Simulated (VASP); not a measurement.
# SiC (Moissanite) (P6_3mc) in VASP: further runs, part 2 of 2

VASP 6.6.1. Earlier steps stand in the parts before.

**3. Dielectric tensor, PBE**

File INCAR:

```
SYSTEM = SiC
PREC = Accurate
ENCUT = 280
EDIFF = 1E-8
ISMEAR = 0
SIGMA = 0.01
LREAL = .False.
LASPH = .True.
NELM = 100
ALGO = Normal
ISIF = 2
LWAVE = .False.
LCHARG = .False.
GGA = PE
LEPSILON = .True.
```

File KPOINTS:

```
Automatic mesh
0
Gamma
  6 6 4
  0 0 0
```

File POSCAR:

```
SiC
1.0
    3.0760000000      0.0000000000      0.0000000000
   -1.5380000000      2.6638941420      0.0000000000
    0.0000000000      0.0000000000      5.0480000000
Si C
2 2
Direct
    0.6666666667      0.3333333333      0.5000000000
    0.3333333333      0.6666666667      0.0000000000
    0.6666666667      0.3333333333      0.8850000000
    0.3333333333      0.6666666667      0.3850000000
```

Potentials or basis: VASP PAW PBE potentials, release 64 (Si, C).

Launch:

```console
> cat potpaw_PBE.64/Si/POTCAR potpaw_PBE.64/C/POTCAR > POTCAR
> mpirun -np 1 vasp_std > vasp.out
```

OUTCAR:

```text
SYSTEM = SiC
   PREC = Accurate
   ENCUT = 280
   EDIFF = 1E-8
   ISMEAR = 0
   LREAL = .False.
   LASPH = .True.
   NELM = 100
   ISIF = 2
   GGA = PE
   LEPSILON = .True.

 Found     21 irreducible k-points:

 Following reciprocal coordinates:
            Coordinates               Weight
  0.000000  0.000000  0.000000      1.000000
  0.166667  0.000000  0.000000      6.000000
  0.333333 -0.000000  0.000000      6.000000
  0.500000 -0.000000  0.000000      3.000000
  0.166667  0.166667  0.000000      6.000000
  0.333333  0.166667  0.000000     12.000000
   k-points           NKPTS =     21   k-points in BZ     NKDIM =     21   number of bands    NBANDS=     12
   number of dos      NEDOS =    301   number of ions     NIONS =      4
   total plane-waves  NPLWV =   9072
   dimension x,y,z NGX =    18 NGY =   18 NGZ =   28
   dimension x,y,z NGXF=    36 NGYF=   36 NGZF=   56
   ions per type =               2   2
   NGX,Y,Z   is equivalent  to a cutoff of   9.73,  9.73,  9.22 a.u.
   NGXF,Y,Z  is equivalent  to a cutoff of  19.46, 19.46, 18.44 a.u.
 SYSTEM =  SiC
   PREC   = accura    normal or accurate (medium, high low for compatibility)
   ISTART =      0    job   : 0-new  1-cont  2-samecut
   ICHARG =      2    charge: 1-file 2-atom 10-const
   ISPIN  =      1    spin polarized calculation?
   LNONCOLLINEAR =      F non collinear calculations
   LSORBIT =      F    spin-orbit coupling
   LASPH  =      T    aspherical Exc in radial PAW
   ENCUT  =  280.0 eV  20.58 Ry    4.54 a.u.   4.20  4.20  6.89*2*pi/ulx,y,z
   NELM   =    100;   NELMIN=  2; NELMDL= -5     # of ELM steps
   EDIFF  = 0.1E-07   stopping-criterion for ELM
   LREAL  =      F    real-space projection
   EDIFFG = 0.1E-06   stopping-criterion for IOM
   NSW    =      0    number of steps for IOM
   IBRION =     -1    ionic relax: 0-MD 1-quasi-New 2-CG
   NFREE  =      0    steps in history (QN), initial steepest desc. (CG)
   ISIF   =      2    stress and relaxation
   ISYM   =      2    0-nonsym 1-usesym 2-fastsym
   POTIM  = 0.5000    time-step for ionic-motion
   TEBEG  =    0.0;   TEEND  =   0.0 temperature during run
[... 171 lines left out ...]
 Free energy of the ion-electron system (eV)
  ---------------------------------------------------
  ---------------------------------------------------
  free energy    TOTEN  =        -0.77492804 eV

  energy without entropy =       -0.77492804

------------------------ aborting loop because EDIFF is reached ----------------------------------------

--------------------------------------- Ionic step        2  -------------------------------------------

------------------------ aborting loop because EDIFF is reached ----------------------------------------

--------------------------------------- Ionic step        3  -------------------------------------------

 Free energy of the ion-electron system (eV)
  ---------------------------------------------------
  ---------------------------------------------------
  free energy    TOTEN  =        -0.78796770 eV

  energy without entropy =       -0.78796770

------------------------ aborting loop because EDIFF is reached ----------------------------------------

 PIEZOELECTRIC TENSOR FIELD DIRECTION 3  (e Angst)
 -----------------------------------------------------------------------------
     1.24717  0.00000  0.00000           (  0.05758  0.00000  0.00000)
     0.00000  1.24717  0.00000           (  0.00000  0.05758  0.00000)
     0.00000  0.00000 -1.91781           (  0.00000  0.00000 -0.12136)

 PIEZOELECTRIC TENSOR FIELD DIRECTION 3  (C/m^2)
 -----------------------------------------------------------------------------
     0.48307  0.00000  0.00000
     0.00000  0.48307  0.00000
     0.00000  0.00000 -0.74284

 MACROSCOPIC STATIC DIELECTRIC TENSOR (including local field effects in DFT)
 ------------------------------------------------------
           7.310136    -0.000000     0.000000
          -0.000000     7.310136     0.000000
           0.000000     0.000000     7.411130
 ------------------------------------------------------

 PIEZOELECTRIC TENSOR (including local field effects)  for field in x, y, z        (e  Angst)
          XX          YY          ZZ          XY          YZ          ZX
  --------------------------------------------------------------------------------
  x     0.00000     0.00000    -0.00000     0.00000     0.00000     1.42118
  y     0.00000    -0.00000    -0.00000     0.00000     1.42118     0.00000
  z     1.24717     1.24717    -1.91781     0.00000     0.00000    -0.00000

 PIEZOELECTRIC TENSOR (including local field effects)  for field in x, y, z        (C/m^2)
          XX          YY          ZZ          XY          YZ          ZX
  --------------------------------------------------------------------------------
  x     0.00000     0.00000    -0.00000     0.00000     0.00000     0.55048
  y     0.00000    -0.00000    -0.00000     0.00000     0.55048     0.00000
  z     0.48307     0.48307    -0.74284     0.00000     0.00000    -0.00000

 BORN EFFECTIVE CHARGES (including local field effects) (in |e|, cummulative output)
 ---------------------------------------------------------------------------------
 ion    1
    1     2.65847     0.00000     0.00000
    2     0.00000     2.65847    -0.00000
    3     0.00000     0.00000     2.87335
 ion    2
    1     2.65847     0.00000     0.00000
    2    -0.00000     2.65847     0.00000
    3     0.00000     0.00000     2.87335
 ion    3
    1    -2.65847     0.00000     0.00000
    2     0.00000    -2.65847     0.00000
    3    -0.00000     0.00000    -2.87335
 ion    4
    1    -2.65847     0.00000     0.00000
    2     0.00000    -2.65847     0.00000
    3     0.00000    -0.00000    -2.87335
```

stdout:

```text
POSCAR found type information on POSCAR SiC
 POSCAR found :  2 types and       4 ions
 scaLAPACK will be used
 LDA part: xc-table for (Slater+PW92), standard interpolation
 POSCAR, INCAR and KPOINTS ok, starting setup
 FFT: planning ... GRIDC
 FFT: planning ... GRID_SOFT
 FFT: planning ... GRID
 WAVECAR not read
 entering main loop
 Linear response reoptimize wavefunctions to high precision
 Linear response G [H, r] |phi>, progress :
  Direction:   1
 Linear response G [H, r] |phi>, progress :
  Direction:   2
 Linear response G [H, r] |phi>, progress :
  Direction:   3
 Linear response to external field (no local field effect), progress :
  Direction:   1
 dielectric tensor                  component  1 :     6.182    -2.515    -0.758
 Linear response to external field (no local field effect), progress :
  Direction:   2
 dielectric tensor                  component  2 :    -2.515     8.931    -0.518
 Linear response to external field (no local field effect), progress :
  Direction:   3
 dielectric tensor                  component  3 :    -0.758    -0.518     7.632
 Linear response to external field, progress :
  Direction:   1
 dielectric tensor                  component  1 :     7.310    -1.032     0.000
 Linear response to external field, progress :
  Direction:   2
 dielectric tensor                  component  2 :    -1.587     7.310    -0.000
 Linear response to external field, progress :
  Direction:   3
 dielectric tensor                  component  3 :    -0.757    -0.517     7.411
 Born effective charges drift removed
```

It took 54 s on 1 thread of Intel Xeon Platinum 8259CL at 2.50GHz (Skylake/Cascade Lake), shared host; peak memory 0.14 GiB.

The run converged, but a check on its numbers failed (symmetry, net force, bounds or a known fault of this set-up), so they aren't taken as properties of the crystal.

Caveat: the cutoff lies under the usual one of these potentials, so the numbers hold a large basis-set error.

**4. Dielectric tensor, PBE**

Changes to INCAR since step 3:

```diff
@@ -2,3 +2,3 @@
 PREC = Accurate
-ENCUT = 280
+ENCUT = 520
 EDIFF = 1E-8
```

File KPOINTS:

```
Automatic mesh
0
Gamma
  5 5 3
  0 0 0
```

POSCAR is that of step 3.

Potentials or basis: VASP PAW PBE potentials, release 64 (Si, C).

Launch:

```console
> cat potpaw_PBE.64/Si/POTCAR potpaw_PBE.64/C/POTCAR > POTCAR
> mpirun -np 1 vasp_std > vasp.out
```

OUTCAR:

```text
SYSTEM = SiC
   PREC = Accurate
   ENCUT = 520
   EDIFF = 1E-8
   ISMEAR = 0
   LREAL = .False.
   LASPH = .True.
   NELM = 100
   ISIF = 2
   GGA = PE
   LEPSILON = .True.

 Found     10 irreducible k-points:

 Following reciprocal coordinates:
            Coordinates               Weight
  0.000000  0.000000  0.000000      1.000000
  0.200000 -0.000000  0.000000      6.000000
  0.400000 -0.000000  0.000000      6.000000
  0.200000  0.200000  0.000000      6.000000
  0.400000  0.200000  0.000000      6.000000
  0.000000  0.000000  0.333333      2.000000
   k-points           NKPTS =     10   k-points in BZ     NKDIM =     10   number of bands    NBANDS=     12
   number of dos      NEDOS =    301   number of ions     NIONS =      4
   total plane-waves  NPLWV =  23040
   dimension x,y,z NGX =    24 NGY =   24 NGZ =   40
   dimension x,y,z NGXF=    48 NGYF=   48 NGZF=   80
   ions per type =               2   2
   NGX,Y,Z   is equivalent  to a cutoff of  12.97, 12.97, 13.17 a.u.
   NGXF,Y,Z  is equivalent  to a cutoff of  25.94, 25.94, 26.35 a.u.
 SYSTEM =  SiC
   PREC   = accura    normal or accurate (medium, high low for compatibility)
   ISTART =      0    job   : 0-new  1-cont  2-samecut
   ICHARG =      2    charge: 1-file 2-atom 10-const
   ISPIN  =      1    spin polarized calculation?
   LNONCOLLINEAR =      F non collinear calculations
   LSORBIT =      F    spin-orbit coupling
   LASPH  =      T    aspherical Exc in radial PAW
   ENCUT  =  520.0 eV  38.22 Ry    6.18 a.u.   5.72  5.72  9.39*2*pi/ulx,y,z
   NELM   =    100;   NELMIN=  2; NELMDL= -5     # of ELM steps
   EDIFF  = 0.1E-07   stopping-criterion for ELM
   LREAL  =      F    real-space projection
   EDIFFG = 0.1E-06   stopping-criterion for IOM
   NSW    =      0    number of steps for IOM
   IBRION =     -1    ionic relax: 0-MD 1-quasi-New 2-CG
   NFREE  =      0    steps in history (QN), initial steepest desc. (CG)
   ISIF   =      2    stress and relaxation
   ISYM   =      2    0-nonsym 1-usesym 2-fastsym
   POTIM  = 0.5000    time-step for ionic-motion
   TEBEG  =    0.0;   TEEND  =   0.0 temperature during run
   PSTRESS=    0.0 pullay stress
   NELECT =      16.0000    total number of electrons
   NUPDOWN=      -1.0000    fix difference up-down
   EMIN   =  10.00;   EMAX   =-10.00  energy-range for DOS
   EFERMI =   0.00;   METHOD = LEGACY
   ISMEAR =     0;   SIGMA  =   0.01  broadening in eV -4-tet -1-fermi 0-gaus
   EFERMI_NEDOS =   21; number of points for ismear=-14 and -15
   IALGO  =     38    algorithm
   IMIX   =      4    mixing-type and parameters
     AMIX     =   0.40;   BMIX     =  1.00
     AMIX_MAG =   1.60;   BMIX_MAG =  1.00
  volume/ion in A,a.u.               =      10.34        69.78
  Fermi-wavevector in a.u.,A,eV,Ry     =   1.192817  2.254098 19.358549  1.422813
  Thomas-Fermi vector in A             =   2.328847
   LORBIT       =      0    0 simple, 1 ext, 2 COOP (PROOUT), +10 PAW based schemes
   GGA     = PE    functional components
   LHFCALC =     F    Hartree Fock is set to
   AEXX    =    0.0000 exact exchange contribution
   IVDW    =     0    specifies the selected vdW correction
   LEPSILON=     T    determine dielectric tensor
   LRPA    =     F    only Hartree local field effects (RPA)
[... 114 lines left out ...]
  -------------------------------------------------------------------------------------
  Total        1.3774343      1.3774343      0.0791448      0.0000000     -0.0000000      0.0000000
  in kB       53.3529993     53.3529993      3.0655651      0.0000000     -0.0000000      0.0000000
  external PRESSURE =      36.5905212 kB  Pullay stress =       0.0000000 kB

 VOLUME and BASIS-vectors are now :
 -----------------------------------------------------------------------------
  energy-cutoff  :      520.00
  volume of cell :       41.36
      direct lattice vectors                 reciprocal lattice vectors
     3.076000000  0.000000000  0.000000000     0.325097529  0.187695146  0.000000000
    -1.538000000  2.663894142  0.000000000     0.000000000  0.375390292  0.000000000
     0.000000000  0.000000000  5.048000000     0.000000000  0.000000000  0.198098257

 POSITION                                       TOTAL-FORCE (eV/Angst)
 -----------------------------------------------------------------------------------
      1.53800      0.88796      2.52400         0.000000      0.000000      0.738874
     -0.00000      1.77593      0.00000        -0.000000     -0.000000      0.738874
      1.53800      0.88796      4.46748         0.000000      0.000000     -0.738874
     -0.00000      1.77593      1.94348        -0.000000     -0.000000     -0.738874
 -----------------------------------------------------------------------------------
    total drift:                                0.000000      0.000000     -0.000187

  FREE ENERGIE OF THE ION-ELECTRON SYSTEM (eV)
  ---------------------------------------------------
  free  energy   TOTEN  =       -30.0261069727 eV

  energy  without entropy=      -30.0261069727  energy(sigma->0) =      -30.02610697

 HEAD OF MICROSCOPIC STATIC DIELECTRIC TENSOR (INDEPENDENT PARTICLE, excluding Hartree and local field effects)
 ------------------------------------------------------
           7.919153     0.000000     0.000000
           0.000000     7.919153     0.000000
           0.000000     0.000000     8.120368
 ------------------------------------------------------

 Free energy of the ion-electron system (eV)
  ---------------------------------------------------
  ---------------------------------------------------
  free energy    TOTEN  =        -0.81989035 eV

  energy without entropy =       -0.81989035

------------------------ aborting loop because EDIFF is reached ----------------------------------------

--------------------------------------- Ionic step        2  -------------------------------------------

------------------------ aborting loop because EDIFF is reached ----------------------------------------

--------------------------------------- Ionic step        3  -------------------------------------------

 Free energy of the ion-electron system (eV)
  ---------------------------------------------------
  ---------------------------------------------------
  free energy    TOTEN  =        -0.84704404 eV

  energy without entropy =       -0.84704404

------------------------ aborting loop because EDIFF is reached ----------------------------------------

 PIEZOELECTRIC TENSOR FIELD DIRECTION 3  (e Angst)
 -----------------------------------------------------------------------------
     1.27949  0.00000 -0.00000           (  0.05819  0.00000  0.00000)
     0.00000  1.27949  0.00000           (  0.00000  0.05819  0.00000)
     0.00000 -0.00000 -1.96306           (  0.00000  0.00000 -0.12341)

 PIEZOELECTRIC TENSOR FIELD DIRECTION 3  (C/m^2)
 -----------------------------------------------------------------------------
     0.49559  0.00000 -0.00000
     0.00000  0.49559  0.00000
     0.00000 -0.00000 -0.76036

 MACROSCOPIC STATIC DIELECTRIC TENSOR (including local field effects in DFT)
 ------------------------------------------------------
           7.672189     0.000000     0.000000
          -0.000000     7.672189    -0.000000
          -0.000000     0.000000     7.899979
 ------------------------------------------------------

 PIEZOELECTRIC TENSOR (including local field effects)  for field in x, y, z        (e  Angst)
          XX          YY          ZZ          XY          YZ          ZX
  --------------------------------------------------------------------------------
  x    -0.00000     0.00000     0.00000     0.00000     0.00000     1.46999
  y     0.00000     0.00000     0.00000     0.00000     1.46999     0.00000
  z     1.27949     1.27949    -1.96306     0.00000     0.00000    -0.00000

 PIEZOELECTRIC TENSOR (including local field effects)  for field in x, y, z        (C/m^2)
          XX          YY          ZZ          XY          YZ          ZX
  --------------------------------------------------------------------------------
  x    -0.00000     0.00000     0.00000     0.00000     0.00000     0.56938
  y     0.00000     0.00000     0.00000     0.00000     0.56938     0.00000
  z     0.49559     0.49559    -0.76036     0.00000     0.00000    -0.00000

 BORN EFFECTIVE CHARGES (including local field effects) (in |e|, cummulative output)
 ---------------------------------------------------------------------------------
 ion    1
    1     2.73214     0.00000     0.00000
    2    -0.00000     2.73214     0.00000
    3     0.00000    -0.00000     2.94295
 ion    2
    1     2.73214     0.00000     0.00000
    2     0.00000     2.73214     0.00000
    3    -0.00000     0.00000     2.94295
 ion    3
    1    -2.73214    -0.00000     0.00000
    2    -0.00000    -2.73214     0.00000
    3     0.00000     0.00000    -2.94295
 ion    4
    1    -2.73214     0.00000     0.00000
    2     0.00000    -2.73214    -0.00000
    3     0.00000    -0.00000    -2.94295
```

stdout:

```text
POSCAR found type information on POSCAR SiC
 POSCAR found :  2 types and       4 ions
 scaLAPACK will be used
 LDA part: xc-table for (Slater+PW92), standard interpolation
 POSCAR, INCAR and KPOINTS ok, starting setup
 FFT: planning ... GRIDC
 FFT: planning ... GRID_SOFT
 FFT: planning ... GRID
 WAVECAR not read
 entering main loop
 Linear response reoptimize wavefunctions to high precision
 Linear response G [H, r] |phi>, progress :
  Direction:   1
 Linear response G [H, r] |phi>, progress :
  Direction:   2
 Linear response G [H, r] |phi>, progress :
  Direction:   3
 Linear response to external field (no local field effect), progress :
  Direction:   1
 dielectric tensor                  component  1 :     6.297    -2.829    -0.867
 Linear response to external field (no local field effect), progress :
  Direction:   2
 dielectric tensor                  component  2 :    -2.829     9.542    -0.775
 Linear response to external field (no local field effect), progress :
  Direction:   3
 dielectric tensor                  component  3 :    -0.867    -0.775     8.120
 Linear response to external field, progress :
  Direction:   1
 dielectric tensor                  component  1 :     7.672    -0.670     0.000
 Linear response to external field, progress :
  Direction:   2
 dielectric tensor                  component  2 :    -1.904     7.672    -0.000
 Linear response to external field, progress :
  Direction:   3
 dielectric tensor                  component  3 :    -0.865    -0.772     7.900
 Born effective charges drift removed
```

Run time: 73 s. Hardware: 1 thread of Intel Xeon Platinum 8259CL at 2.50GHz (Skylake/Cascade Lake), shared host; peak memory 0.17 GiB.

The run converged, but some of its settings lie outside the range that counts as converged, so its numbers aren't taken as properties of the crystal.

Results:

- Band gap on the k mesh: 2.80 eV, indirect (least direct gap 4.18 eV)
- Electronic dielectric tensor (diagonal): 7.67, 7.67, 7.90
- Born charges (mean of the diagonal): Si +2.80; C -2.80 e

Caveat: the k mesh is coarse (spacing up to 0.47 Å⁻¹), so the values aren't converged; an odd mesh through Γ misses points on the zone boundary, where band edges often lie.
